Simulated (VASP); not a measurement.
Write the native input for VASP 6.6.1 that does the following.

| Item | Value |
| --- | --- |
| Task | relaxation of cell and atoms |
| Functional | revPBE |
| Dispersion | D4 |
| Potentials or basis | VASP PAW PBE potentials, release 64 (W_sv, C) |
| Cutoff | 600 eV |
| k mesh | 10 × 10 × 9 |
| Occupations | fermi-dirac, width 0.05 eV |
| Spin | no spin polarisation |
| Further INCAR settings | ALGO = Normal; EDIFF = 1e-06; IBRION = 2; EDIFFG = -0.01; NSW = 40; ISIF = 3 |

The structure of WC (Qusongite) lies in POSCAR:

```
WC
1.0
    2.9065000000      0.0000000000      0.0000000000
   -1.4532500000      2.5171028361      0.0000000000
    0.0000000000      0.0000000000      2.8366000000
W C
1 1
Direct
    0.0000000000      0.0000000000      0.0000000000
    0.6666666667      0.3333333333      0.5000000000
```

These files were run (other wordings do the same):

INCAR

```
SYSTEM = WC
ALGO = Normal
EDIFF = 1E-6
EDIFFG = -0.01
ENCUT = 600
GGA = RE
IBRION = 2
ISIF = 3
ISMEAR = -1
IVDW = 13
LASPH = .TRUE.
LCHARG = .FALSE.
LREAL = .FALSE.
LWAVE = .FALSE.
NELM = 80
NSW = 40
PREC = Accurate
SIGMA = 0.05
```

KPOINTS

```
k-points
0
G
  10 10 9
  0 0 0
```

Potentials or basis: VASP PAW PBE potentials, release 64 (W_sv, C).

The run is started by

```console
$ cat potpaw_PBE.64/W_sv/POTCAR potpaw_PBE.64/C/POTCAR > POTCAR
$ mpirun -np 1 vasp_std > vasp.out
```

It gave:

- Relaxed volume: 10.30 Å³/atom
- Relaxed cell: a = 2.899 Å, b = 2.899 Å, c = 2.831 Å, α = 90.00°, β = 90.00°, γ = 120.00°
- Space group after relaxing (to 0.05 Å): P-6m2 (No. 187)
- Energy gained by relaxing: 0.7 meV/atom
- Ionic steps: 6
- Pressure after relaxing: 0.0 GPa
- Band gap on the k mesh: none (metal or under the smearing width)
- Dispersion energy per atom: -0.818 eV

Caveat: the PAW data sets were made with another functional, which shifts forces and pressure a little; pairwise dispersion overbinds metals, which lowers pressure and volume.

It took 25 s on 1 thread of Intel(R) Xeon(R) 6975P-C (Granite Rapids), with other jobs on the host, peak memory 0.16 GiB.
